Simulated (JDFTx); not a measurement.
## Co under changes of volume

One of the cells (10.640 Å³/atom); the others are scaled copies at fixed shape and fractional positions:

```
Co
1.0
     2.47200    0.00000    0.00000
    -1.23600    2.14081    0.00000
     0.00000    0.00000    4.02114
Co
2
Direct
  0.66667 0.33333 0.75000
  0.33333 0.66667 0.25000
```

```yaml
Program: JDFTx 1.7.0 (patched build)
Functional: PBEsol
Potentials_or_basis: PseudoDojo-SR-PBEsol-0.4.1-standard with smoothed tails
Cutoff: 1306 eV
Density_cutoff: 10449 eV
k_mesh: 12 × 12 × 7
Occupations: fermi-dirac, width 0.05 eV
Spin: collinear spin, ferromagnetic start
Starting_moments: "[2.0, 2.0] μB"
```

```csv
volume (Å³/atom),energy over the lowest point (meV/atom),pressure (GPa),moment (μB per cell)
10.002,9.46,9.0,3.04
10.215,1.39,3.5,3.10
10.427,0.00,-1.4,3.16
10.640,4.70,-5.8,3.21
10.853,?,?,?
11.066,30.16,-13.3,3.29
11.279,49.84,-16.5,3.32
```

**Question.** What does the run at 10.853 Å³/atom give?

**Answer.** Energy over the lowest point 14.94 meV/atom; pressure -9.7 GPa; moment 3.25 μB per cell.

Worked out: A Birch-Murnaghan fit of order 3 (a polynomial in V^(-2/3)) to the other rows has its minimum at 10.37 Å³/atom with B0 = V·E''(V) = 230 GPa and B' = 3.9 at fixed shape and positions, which overstates the stiffness. It gives 14.94 meV/atom at 10.853 Å³/atom, against the run's 14.94, and -dE/dV = -9.6 GPa, against -9.7. A parabola through the other rows of the moment, of slope 0.189 μB per Å³/atom there, gives 3.25 μB, against the run's 3.25.

Energies are extrapolated to zero smearing.
